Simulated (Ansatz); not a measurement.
# Ni (Fm-3m) in Ansatz: notebook, part 2 of 2

Ansatz 0.2.0.

### Step 5. Single point, PBE, collinear spin, ferromagnetic start

File input.yaml:

```yaml
crystal:
  lattice:
    - [0.0, 1.737572933, 1.737572933]
    - [1.737572933, 0.0, 1.737572933]
    - [1.737572933, 1.737572933, 0.0]
  atoms:
    - { symbol: Ni, position: [0.0, 0.0, 0.0], spin: 1.0 }
kpoints:
  mp_grid: { grid: [13, 13, 13] }
scf:
  occupations: { method: gaussian, width: 0.014 }
hamiltonian:
  xc: pbe
  pseudopotentials: { kind: all_electron, lapw: { basis_error: 0.001 } }
magnetization:
  spin_polarized: true
output:
  forces: true
  stress: true
  eigenvalues: true
```

Potentials or basis: all-electron LAPW, scalar-relativistic.

The run is started by

```
$ ansatz run input.yaml --threads 2 --pin off --max-ram 6144MiB --backend cpu --events-out ev --progress --plain --runs-dir out
```

Standard output:

```text
Warning: RAYON_NUM_THREADS=2 ignored (pool sized by the plan → 2); use --threads N
LAPW: plane waves up to 9.160 Å⁻¹, error target 1.0e-3 eV per atom; small_component_spin mean_spin; Ni in spheres of 1.229 Å, 18 of its electrons in bands, Dirac shells [] (how accurate: hamiltonian.pseudopotentials.lapw.basis_error, Limitations)
Engine: ansatz 0.2.0, aarch64-unknown-linux-gnu
Pseudopotentials: kind: all_electron
Pseudopotential: Ni, LAPW, valence charge 18, lapw/all_electron/scalar/gaussian/Ni, Koelling and Harmon's equation, gaussian nucleus
Functional definition: PBE
  parameter kappa = 0.804
  parameter beta = 0.06672455060314922
  exchange = pbe_x(kappa = kappa, mu = beta*pi^2/3)
  correlation = pbe_c(beta = beta)
Crystal: 1 atoms, lattice volume = 10.492 Å³
Basis set: ecut = 319.66886515584486 eV, 137 PW (Γ), exchange–correlation at level 2
Bands: 14, of which v1, the nominal top of the filled ones, is band 9 counted from 1 (8 counted from 0)
Symmetry: 48 space group operations
Space group: Fm-3m (ITA 225), of the structure as read, at distance tolerance 2.2e-5 Å
Magnetic group: BNS 225.116 (UNI 1618), of the structure as read, at distance tolerance 2.2e-5 Å
k-points: 84 of 2197
Non-local potential: Ni, projectors of the file, none
Initial density: superposition of atomic densities (chi_scale 0.1, normalization cell)
Starting moments: Σ|m| = 1 μB on 1 of 1 site
Initial wavefunctions: plane waves of lowest kinetic energy (no species holds an atomic orbital)
Functional: x = pbe(κ = 0.804, μ = 0.2195149727645171), c = pbe(β = 0.06672455060314922)
iter 1 solved again at ethr=9.85e-6 eV; its pass at ethr=1.00e-1 eV (dr2=1.77e-3 eV) is discarded
SCF iter   1: F=—  HF=-41382.838454 eV  |F-HF|=—  |Δ(HF+E_count)|=         —  Δρ=1.86e-2 (↑1.79e-2 ↓1.86e-2)  dr2=1.78e-3  dr2_m=3.14e-2  M=0.640 μB ∫|m|=0.684 μB  β_m=0.30  ethr=9.85e-6  ⟨swp⟩=3.9  Hψ=19298  notcnv=0
Mixer restart at iter 1: flushing history
preconditioner: auto → none  [metal: Δε(μ)=0.006 eV  Ē_g=17.224 eV  σ=0.014 eV  W_gap=0.24  n_scr=0 (ndim 8)  ℏωp=36.3 eV  f_vac=0.000  D(μ)=2.33/eV (n_scr^D=58)]
SCF iter   2: F=—  HF=-41382.843711 eV  |F-HF|=—  |Δ(HF+E_count)|=   5.26e-3  Δρ=1.28e-2 (↑1.26e-2 ↓1.28e-2)  dr2=7.04e-4  dr2_m=1.53e-2  M=0.640 μB ∫|m|=0.692 μB  β_m=0.61  ethr=9.85e-6  ⟨swp⟩=2.0  Hψ=6941  notcnv=0
SCF iter   3: F=—  HF=-41382.856441 eV  |F-HF|=—  |Δ(HF+E_count)|=   1.27e-2  Δρ=1.17e-3 (↑1.17e-3 ↓1.02e-3)  dr2=1.47e-4  dr2_m=4.49e-5  M=0.638 μB ∫|m|=0.713 μB  β_m=0.47  ethr=3.91e-6  ⟨swp⟩=3.0  Hψ=7509  notcnv=0
iter 4 solved again at ethr=3.57e-8 eV; its pass at ethr=8.14e-7 eV (dr2=6.42e-6 eV) is discarded
SCF iter   4: F=—  HF=-41382.852986 eV  |F-HF|=—  |Δ(HF+E_count)|=         —  Δρ=6.03e-4 (↑4.10e-4 ↓6.03e-4)  dr2=6.41e-6  dr2_m=2.14e-5  M=0.640 μB ∫|m|=0.716 μB  β_m=0.73  ethr=3.57e-8  ⟨swp⟩=2.0  Hψ=11485  notcnv=0
the basis was enlarged: its passes take 909.3 KiB over the memory plan, 2 of 2 planned eigensolver slots
SCF iter   5: F=—  HF=-41382.853402 eV  |F-HF|=—  |Δ(HF+E_count)|=   4.17e-4  Δρ=2.15e-4 (↑1.61e-4 ↓2.15e-4)  dr2=2.40e-7  dr2_m=3.22e-6  M=0.640 μB ∫|m|=0.721 μB  β_m=0.86  ethr=3.56e-8  ⟨swp⟩=3.0  Hψ=6832  notcnv=0
SCF iter   6: F=—  HF=-41382.853490 eV  |F-HF|=—  |Δ(HF+E_count)|=   8.77e-5  Δρ=1.48e-5 (↑1.16e-5 ↓1.48e-5)  dr2=1.56e-8  dr2_m=9.44e-9  M=0.640 μB ∫|m|=0.725 μB  β_m=0.85  ethr=1.33e-9  ⟨swp⟩=3.7  Hψ=7358  notcnv=0
SCF iter   7: F=—  HF=-41382.853490 eV  |F-HF|=—  |Δ(HF+E_count)|=   1.24e-7  Δρ=3.61e-6 (↑3.12e-6 ↓3.61e-6)  dr2=5.66e-10  dr2_m=8.33e-10  M=0.640 μB ∫|m|=0.725 μB  β_m=0.92  ethr=8.65e-11  ⟨swp⟩=3.0  Hψ=6646  notcnv=0
SCF iter   8: F=-41382.853490 eV  HF=-41382.853490 eV  |F-HF|=3.57e-10  |Δ(HF+E_count)|=   2.32e-8  Δρ=6.89e-7 (↑3.80e-7 ↓6.89e-7)  dr2=5.79e-12  dr2_m=2.72e-11  M=0.640 μB ∫|m|=0.725 μB  ethr=3.14e-12  ⟨swp⟩=3.0  Hψ=7034  notcnv=0
SCF 1 converged in 8 iterations: F = -41382.853490 eV  dr2 = 5.79e-12
SCF converged after 8 iterations
Magnetization: 0.6399 μB (9.3200 up, 8.6800 down)
Absolute magnetization: 0.7246 μB (∫|ρ↑−ρ↓|)
Spin contamination: 0.0065 ħ² per cell (⟨S²⟩ above its minimum at these occupations)
Per-site moments (μB) at R_I (Å): [(0.6632915317941332, 1.228649585422192)]
Free energy (F): -41382.853490 eV
Harris-Foulkes:  -41382.853490 eV  (|F-HF|=3.57e-10)
Internal energy: -41382.853419 eV  (E = F + TS)
E sigma→0 (E₀):  -41382.853455 eV
Entropy (-TS):   -0.000071 eV (-0.071 meV/atom)
Fermi energy:    19.178108 eV
--- Per-component energies (eV) ---
  E_band       = -268.375568
  E_kinetic    = 42047.078375
  E_xc         = -1731.149710
  E_electrostatic = -81698.782085  (all electrons and nuclei)
  E_smearing   = -0.000071  (= −TS)
  E_closure    = 0.000000  (closes the sum)
  E_atoms      = -41375.755904  (free atoms, spherical and without spin; not in F)
  Σ components = -41382.853490   (vs F -41382.853490, Δ=0.00e0)
  Basis errors (estimates in eV, not in F): energy 2.2e-4 per atom: plane waves 1.7e-4 (1.2e-4 summed), levels above the bands 0.0e0, relativity 6.0e-9, radial functions 5.4e-5, core shells 1.3e-9; eigenvalues (radial functions only) 5.6e-6; not estimated: angular momenta, meshes, grids; target (lapw.basis_error) 1.0e-3; muffin-tin radii Ni 1.229 Å
--- Forces (eV/Å), atoms counted from 1 ---
  atom   1  Ni     0.00000000    -0.00000000     0.00000000
  max |Σ_I F_I| component: 8.22e-32 eV/Å
--- Stress (GPa, compression-positive) ---
        7.979621      -0.000000      -0.000000
       -0.000000       7.979621       0.000000
       -0.000000       0.000000       7.979621
  P = ⅓ Tr σ = 7.9796 GPa (79.796 kbar)
--- Band table (eV; the first three rows and the last of 168) ---
  k-point 0 ↑: bands = ["-84.5960", "-44.8338", "-44.8338", "-44.8338", "9.7748", "16.5850", "16.5850", "16.5850", "17.8545", "17.8545", "42.9168", "47.1289", "47.1289", "47.1289"]
  k-point 1 ↑: bands = ["-84.5937", "-44.8482", "-44.8359", "-44.8359", "10.0123", "16.5217", "16.6387", "16.6387", "17.8318", "17.8318", "42.0976", "44.8487", "46.5954", "46.5954"]
  k-point 2 ↑: bands = ["-84.5875", "-44.8881", "-44.8416", "-44.8416", "10.7029", "16.3679", "16.7598", "16.7598", "17.8023", "17.8023", "38.7416", "43.8615", "45.7649", "45.7649"]
  k-point 83 ↓: bands = ["-83.6911", "-44.1827", "-44.1613", "-44.0961", "15.5481", "16.3552", "16.6716", "18.3565", "19.5381", "25.8795", "27.9088", "30.0144", "31.1226", "48.8048"]
```

It took 6.1 s on 2 threads of Arm Neoverse V2, shared host; peak memory 0.35 GiB.

What came out:

```
Free energy            : -41382.8535 eV
Pressure               : 8.0 GPa
Band gap on the k mesh : none (metal or under the smearing width)
Net moment             : 0.64 μB per cell
Absolute moment        : 0.72 μB per cell
Site moments           : Ni +0.66 μB
```

### Step 6. Overview

| smearing | gap on the mesh (eV) | pressure (GPa) | moment (μB) |
| --- | --- | --- | --- |
| gaussian 0.027 eV | none | 8.0 | 0.64 |
| gaussian 0.024 eV | none | 8.0 | 0.64 |
| gaussian 0.016 eV | none | 8.0 | 0.64 |
| gaussian 0.014 eV | none | 8.0 | 0.64 |

Alike in all rows: task single point; level PBE; potentials or basis all-electron LAPW, scalar-relativistic; spin collinear, ferromagnetic start; cell as given; k mesh 13 × 13 × 13; cutoff (eV) 320; basis error allowed 0.001 eV/atom.

Every run on the cell as given and a fine mesh finds a metal.

Compare energies only between runs with the same functional and basis.
